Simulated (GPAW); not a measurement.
Runs of GPAW 26.7.0 on CdSe (Cadmoselite). The structure is hexagonal, space group P6_3mc (No. 186). The conventional cell has a = 4.300 Å, b = 4.300 Å, c = 7.020 Å, α = 90.00°, β = 90.00°, γ = 120.00°. Around Cd (site symmetry 3m) lie 4 Se at 2.61 to 2.70 Å. Se (site symmetry 3m) has 4 Cd at 2.61 to 2.70 Å as nearest neighbours. 

```tsv
task	level	potentials or basis	spin	cell	k mesh	cutoff (eV)	maxiter	band path	band points	spin axis theta (degrees)	spin axis phi (degrees)	other keys	mesh quality	gap on the mesh (eV)	pressure (GPa)	largest force (eV/Å)
band structure	M06-L	GPAW PAW data sets (gpaw-data 1.2.1), pw	SOC, no magnetisation	as given	5 × 5 × 3	600	150	GMKGALHA,LM,KH	100	0	0	-	not flagged	1.01	3.3	(a)
band structure	PBE	PAW data sets generated in the run's folder for this functional, pw	off	as given	5 × 5 × 3	600	150	GMKGALHA,LM,KH	100	-	-	-	not flagged	0.69	2.8	0.28
phonons	PW91+D4	PAW data sets generated in the run's folder for this functional, pw	off	relaxed	7 × 7 × 4	510	150	-	-	-	-	-	not flagged	0.58	0.0	-
single point	PBE	GPAW PAW data sets (gpaw-data 1.2.1), pw	off	as given	5 × 5 × 3	1200	80	-	-	-	-	several, not listed	not flagged	0.69	2.8	0.28
band structure	revPBE	the program's PAW data sets (release 1.2.1) made for this functional, pw	SOC, no magnetisation	as given	5 × 5 × 3	600	150	GMKGALHA,LM,KH	100	90	45	-	not flagged	(b)	4.3	0.29
relaxation of cell and atoms	PBEsol+D4	PAW data sets generated in the run's folder for this functional, pw	off	relaxed	5 × 5 × 3	600	150	-	-	-	-	-	not flagged	0.59	0.0	-
single point	PBE	GPAW PAW data sets (gpaw-data 1.2.1), pw	off	as given	4 × 4 × 2	600	60	-	-	-	-	several, not listed	coarse	0.69	2.9	0.30
```

Alike in all rows: smearing fermi-dirac 0.05 eV.

Q: Estimate the missing entries.

A: (a) 0.25; (b) 0.70.

Caveats: some runs use coarse meshes; spin-orbit coupling was added after a scalar SCF, so levels and gaps hold it while energy, forces, pressure and moments don't (some runs); this program's spin-orbit splittings come out too wide for heavy elements (some runs); the PAW data sets were made with another functional, which shifts forces and pressure a little (some runs); the cutoff is short for stress and forces, so pressures can be off by a GPa or more (some runs); the LO-TO splitting is left out (some runs); later steps reuse the first step's grids (some runs).

A k mesh can miss the band edges, and rows without SOC leave out spin-orbit coupling on Cd, Se.
